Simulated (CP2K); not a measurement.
## HgSe: band structure with LDA

HgSe:

```
Hg Se
1.0
     4.29780    0.00000    0.00000
     2.14890    3.72200    0.00000
     2.14890    1.24067    3.50913
Hg Se
1 1
Direct
  0.00000 0.00000 0.00000
  0.75000 0.75000 0.75000
```

| Quantity | Value |
| --- | --- |
| Program | CP2K 2026.2 |
| Task | band structure |
| Functional | LDA |
| Potentials or basis | GTH_POTENTIALS Hg GTH-PADE-q12, Se GTH-PADE-q6; TZVP-MOLOPT-PBE-GTH basis |
| Density cutoff | 6123 eV |
| k mesh | 8 × 8 × 8 |
| Occupations | fermi-dirac, width 0.05 eV |
| Spin | no spin polarisation |
| SCF solver | diagonalisation with k points |
| Quickstep method | GPW |
| EPS_DEFAULT | 1.0E-10 |
| EPS_SCF | 1.0E-6 |
| MAX_SCF | 100 |
| SCF_GUESS | ATOMIC |
| k points reduced by the point group | yes |
| Mesh centred on Gamma | yes |
| CHOLESKY | OFF |
| EPS_EIGVAL | 1.0E-7 |
| MIXING METHOD | BROYDEN_MIXING |
| MIXING ALPHA | 0.4 |
| NBUFFER | 8 |
| NGRIDS | 5 |
| Basis sets | Hg TZVP-MOLOPT-PBE-GTH-q12, Se TZVP-MOLOPT-PBE-GTH-q6 |
| Potentials | Hg GTH-PADE-q12 of GTH_POTENTIALS, Se GTH-PADE-q6 of GTH_POTENTIALS |
| ADDED_MOS | [10] |
| Points a segment of the path (NPOINTS) | 6 |
| Bands added on the path | 6 |
| REL_CUTOFF (Ry) | 60 Ry |
| MIXING BETA (1/bohr) | 1.5 1/bohr |
| CUTOFF of the grids | 450 Ry |

```json
{"Pressure": "0.1 GPa", "Band gap on the k mesh": "none (metal or under the smearing width)", "Mulliken charges": "Hg -0.17; Se +0.17 e"}
```

Levels at the corners of the path, in eV from the Fermi level:
```csv
point,band 6,band 7,band 8,band 9,band 10,band 11,band 12,band 13
Γ,-6.51,-1.20,-0.05,-0.05,-0.05,5.33,5.33,5.33
X,-6.15,-5.24,-2.42,-2.42,2.64,2.75,8.25,9.81
W,-5.89,-5.46,-2.89,-2.54,3.50,4.98,5.90,7.34
K,-5.98,-5.41,-3.03,-1.99,2.76,4.31,7.82,8.22
Γ,-6.51,-1.20,-0.05,-0.05,-0.05,5.33,5.33,5.33
L,-6.18,-5.70,-1.06,-1.06,0.89,6.14,6.14,6.77
U,-5.98,-5.41,-3.03,-1.99,2.76,4.31,7.82,8.22
W,-5.89,-5.46,-2.89,-2.54,3.50,4.98,5.90,7.34
L,-6.18,-5.70,-1.06,-1.06,0.89,6.14,6.14,6.77
K,-5.98,-5.41,-3.03,-1.99,2.76,4.31,7.82,8.22
U,-5.98,-5.41,-3.03,-1.99,2.76,4.31,7.82,8.22
X,-6.15,-5.24,-2.42,-2.42,2.64,2.75,8.25,9.81
```

It took 45 s on 1 thread of Intel(R) Xeon(R) 6975P-C (Granite Rapids) (shared host), peak memory 0.37 GiB.

Caveat: Mulliken charges move with the basis; spin-orbit coupling is left out, which moves the levels of the heavy elements; the basis of atomic orbitals isn't converged, which shifts pressures, moduli and gaps.
